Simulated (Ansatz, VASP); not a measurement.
SrO: VASP beside Ansatz

The input INCAR:

```
PREC = Accurate
ENCUT = 520
EDIFF = 1E-7
ISMEAR = 0
SIGMA = 0.1
LREAL = F
LASPH = T
NELM = 60
ALGO = Normal
ISIF = 2
LWAVE = F
LCHARG = F
GGA = PE
NBANDS = 24
```

The input KPOINTS:

```
regular mesh
0
Gamma
  4 4 4
```

The input POSCAR:

```
SrO
1.0
    4.4761349600     -4.4761349600      0.0000000000
    4.4761349600      4.4761349600      0.0000000000
    0.0000000000      0.0000000000      4.1146370000
Sr O
2 2
Direct
    0.0000000000      0.0000000000      0.0000000000
    0.5000000000      0.5000000000      0.5000000000
    0.6950000000      0.3050000000      0.0000000000
    0.3050000000      0.6950000000      0.0000000000
```

Input for Ansatz:

```yaml
crystal:
  lattice:
    - [4.47613496, -4.47613496, 0.0]
    - [4.47613496, 4.47613496, 0.0]
    - [0.0, 0.0, 4.114637]
  atoms:
    - { symbol: Sr, position: [0.0, 0.0, 0.0] }
    - { symbol: Sr, position: [0.5, 0.5, 0.5] }
    - { symbol: O, position: [0.695, 0.305, 0.0] }
    - { symbol: O, position: [0.305, 0.695, 0.0] }
basis:
  ecutwfc: 420
kpoints:
  mp_grid: { grid: [4, 4, 4] }
hamiltonian:
  xc: pbe
scf:
  occupations: { method: gaussian, width: 0.1 }
  lower_state_search: "off"
output:
  forces: true
  stress: true
  eigenvalues: true
```

Change from the starting cell: ordered vacancies on the anion sites of rutile (Cmmm, No. 65).

Alike in both runs: task single point; functional PBE; k mesh 4 × 4 × 4; occupations gaussian, width 0.1 eV; no spin polarisation.

|  | VASP | Ansatz |
| --- | --- | --- |
| version | VASP 6.6.1 | Ansatz 0.2.0 |
| potentials or method | VASP PAW PBE potentials, release 64 (Sr_sv, O) | scalar-relativistic, plane waves, PAW |
| plane-wave cutoff (eV) | 520 | 420 |
| valence electrons in the cell | 32 | 32 |

Ansatz gave:

```
gap on the k mesh at the Fermi level (eV)       : none
pressure (GPa)                                  : -7.4
largest component of the traceless stress (GPa) : 9.28
rms of the force components (eV/Å)              : 0.246
```

Problem. Estimate VASP's values.

Solution. gap on the k mesh at the Fermi level (eV): none; pressure (GPa): -7.3; largest component of the traceless stress (GPa): 9.17; rms of the force components (eV/Å): 0.246.

Atom by atom the forces differ by 0.000 eV/Å (rms over components). A gap of «none» marks a metal or a gap that the smearing closes.

Caveats: the k mesh is coarse (spacing up to 0.38 Å⁻¹), so the values aren't converged.
